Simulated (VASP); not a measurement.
# NaF (strained zincblende), PBE single-point calculation: Ansatz's output and VASP's

```
Na F
1.0
    -0.04040    2.52175    2.52175
     2.52175   -0.04040    2.52175
     2.52175    2.52175   -0.04040
Na F
1 1
Direct
  0.99822 0.99822 0.99822
  0.25178 0.25178 0.25178
```

Ansatz printed

```
SCF 1 converged in 6 iterations: F = -2297.252216 eV  dr2 = 1.05e-9
  greatest PAW one-centre occupation: 0.999 electrons in one spin orbital (limit 2), on the Na atom at site 0 (counted from 0), in its partial waves of l = 0
NSCF: frozen V_eff on 6 k-points
SCF converged after 6 iterations
Free energy (F): -2297.252216 eV
Harris-Foulkes:  -2297.252216 eV  (|F-HF|=2.00e-10)
Internal energy: -2297.252216 eV  (E = F + TS)
E sigma→0 (E₀):  -2297.252216 eV
Fermi energy:    1.762170 eV
--- Per-component energies (eV) ---
  E_band       = -263.725436
  E_kinetic    = 328.881598
  E_local      = -1965.986810  (includes V_loc(G=0)·N_el)
  E_nonlocal   = 188.765549
  E_hartree    = 722.072243
  E_xc         = -120.006141
  E_vxc        = -153.906764  (∫ρ·V_xc dr)
  E_paw        = -463.610171  (= ΣΔE_a)
  E_vpaw       = -105.626490  (= ΣTr[D̂ρ^β])
  E_aug_tail   = 0.001908  (compensation charges beyond the density's cutoff)
  E_ewald      = -987.370392
  E_smearing   = -0.000000  (= −TS)
  E_closure    = 0.000000  (closes the sum)
  Σ components = -2297.252216   (vs F -2297.252216, Δ=0.00e0)
--- Forces (eV/Å), atoms counted from 1 ---
  atom   1  Na    -0.00330841    -0.00330841    -0.00330841
  atom   2  F      0.00331939     0.00331939     0.00331939
  max |Σ_I F_I| component: 1.10e-5 eV/Å
--- Stress (GPa, compression-positive) ---
        1.453724       0.222149       0.222149
        0.222149       1.453724       0.222149
        0.222149       0.222149       1.453724
  P = ⅓ Tr σ = 1.4537 GPa (14.537 kbar)
--- Band table (eV; the first three rows and the last of 65) ---
  k-point 0: bands = ["-48.0665", "-19.9748", "-19.9685", "-19.9685", "-19.7977", "-1.0905", "-1.0905", "-1.0456", "4.5077", "17.9391", "17.9391", "18.4627"]
  k-point 1: bands = ["-48.0659", "-20.1496", "-19.9730", "-19.9700", "-19.6126", "-1.2430", "-1.0942", "-1.0563", "4.9218", "16.1613", "17.5687", "17.9682"]
  k-point 2: bands = ["-48.0643", "-20.3480", "-19.9770", "-19.9736", "-19.3964", "-1.5607", "-1.1035", "-1.0723", "5.9909", "13.6320", "16.7538", "17.1038"]
  k-point 64: bands = ["-48.0616", "-20.5066", "-19.9809", "-19.9809", "-19.2170", "-1.8936", "-1.1380", "-1.1380", "8.9414", "9.8468", "15.8398", "15.8398"]
```

Datasets and cutoffs are each program's own. VASP's cell holds 14 valence electrons and Ansatz's 16. Ansatz's stress includes a Pulay correction; VASP's doesn't.

Q: What does VASP give for the same cell and level of theory?

A: gap between bands v and c 5.54 eV; least direct gap 5.54 eV; pressure 1.4 GPa.

From OUTCAR

```
k-points           NKPTS =     65   k-points in BZ     NKDIM =     65   number of bands    NBANDS=     14

   NELECT =      14.0000    total number of electrons

   dimension x,y,z NGX =    28 NGY =   28 NGZ =   28
   dimension x,y,z NGXF=    56 NGYF=   56 NGZF=   56

  energy-cutoff  :      520.00
  volume of cell :       32.84
      direct lattice vectors                 reciprocal lattice vectors
    -0.040396548  2.521746200  2.521746200    -0.193573463  0.196724853  0.196724853
     2.521746200 -0.040396548  2.521746200     0.196724853 -0.193573463  0.196724853
     2.521746200  2.521746200 -0.040396548     0.196724853  0.196724853 -0.193573463

 k-points in reciprocal lattice and weights: KPOINTS created by Atomic Simulation Env
   0.00000000  0.00000000  0.00000000       0.002
   0.12500000  0.00000000 -0.00000000       0.012
   0.25000000  0.00000000 -0.00000000       0.012
   0.37500000 -0.00000000 -0.00000000       0.012
   0.50000000  0.00000000 -0.00000000       0.006
   0.12500000  0.12500000 -0.00000000       0.012
   0.25000000  0.12500000 -0.00000000       0.023
   0.37500000  0.12500000 -0.00000000       0.023
   ...

 E-fermi :  -2.8417

 k-point     1 :       0.0000    0.0000    0.0000
  band No.  band energies     occupation
      1     -22.3264      2.00000
      2     -22.3196      2.00000
      3     -22.3196      2.00000
      4     -22.1562      2.00000
      5      -3.4394      2.00000
      6      -3.4394      2.00000
      7      -3.3942      2.00000
      8       2.1436      0.00000
      9      15.5844      0.00000
     10      15.5844      0.00000
     11      16.1080      0.00000
     12      17.2031      0.00000
     13      17.2031      0.00000
     14      17.5953      0.00000

 k-point     2 :       0.1250    0.0000   -0.0000
  band No.  band energies     occupation
      1     -22.5031      2.00000
      2     -22.3244      2.00000
      3     -22.3211      2.00000
      4     -21.9680      2.00000
      5      -3.5925      2.00000
      6      -3.4431      2.00000
      7      -3.4049      2.00000
      8       2.5587      0.00000
      9      13.8030      0.00000
     10      15.2129      0.00000
     11      15.6121      0.00000
     12      16.9582      0.00000
     13      17.0965      0.00000
     14      17.4052      0.00000

 k-point     3 :       0.2500    0.0000   -0.0000
  band No.  band energies     occupation
      1     -22.7010      2.00000
      2     -22.3284      2.00000
      3     -22.3247      2.00000
      4     -21.7500      2.00000
      5      -3.9116      2.00000
      6      -3.4522      2.00000
      7      -3.4209      2.00000
      8       3.6297      0.00000
      9      11.2721      0.00000
     10      14.3957      0.00000
     11      14.7454      0.00000
     12      16.9048      0.00000
     13      17.2773      0.00000
     14      17.6222      0.00000

 k-point     4 :       0.3750   -0.0000   -0.0000
  band No.  band energies     occupation
      1     -22.8309      2.00000
      2     -22.3324      2.00000
      3     -22.3283      2.00000
      4     -21.6005      2.00000
      5      -4.1718      2.00000
      6      -3.4614      2.00000
      7      -3.4363      2.00000
      8       5.0815      0.00000
      9       8.9779      0.00000
     10      13.7738      0.00000
     11      14.1208      0.00000
     12      16.8525      0.00000
     13      17.7846      0.00000
     14      18.1091      0.00000

 k-point     5 :       0.5000    0.0000   -0.0000
  band No.  band energies     occupation
      1     -22.8757      2.00000
      2     -22.3340      2.00000
      3     -22.3297      2.00000
      4     -21.5475      2.00000
      5      -4.2667      2.00000
      6      -3.4652      2.00000
      7      -3.4427      2.00000
      8       6.4321      0.00000
      9       7.3550      0.00000
     10      13.5543      0.00000
     11      13.9037      0.00000
     12      16.9122      0.00000
     13      18.0103      0.00000
     14      18.3288      0.00000

 k-point     6 :       0.1250    0.1250   -0.0000
  band No.  band energies     occupation
      1     -22.5355      2.00000
      2     -22.3260      2.00000
      3     -22.3238      2.00000
      4     -21.9295      2.00000
      5      -3.5997      2.00000
      6      -3.4644      2.00000
      7      -3.4309      2.00000
      8       2.6945      0.00000
      9      14.1631      0.00000
     10      14.7184      0.00000
     11      14.9995      0.00000
     12      15.4581      0.00000
     13      18.6255      0.00000
     14      18.7435      0.00000

 ...

  Total        0.2954348      0.2954348      0.2954348      0.0458887      0.0458887      0.0458887
  in kB       14.4120814     14.4120814     14.4120814      2.2385711      2.2385711      2.2385711
  external PRESSURE =      14.4120814 kB  Pullay stress =       0.0000000 kB

 POSITION                                       TOTAL-FORCE (eV/Angst)
 -----------------------------------------------------------------------------------
      4.99417      4.99417      4.99417        -0.004277     -0.004277     -0.004277
      1.25970      1.25970      1.25970         0.004277      0.004277      0.004277
 -----------------------------------------------------------------------------------
    total drift:                                0.000392      0.000392      0.000392

  FREE ENERGIE OF THE ION-ELECTRON SYSTEM (eV)
  ---------------------------------------------------
  free  energy   TOTEN  =        -8.3875999540 eV

  energy  without entropy=       -8.3875999540  energy(sigma->0) =       -8.38759995
```
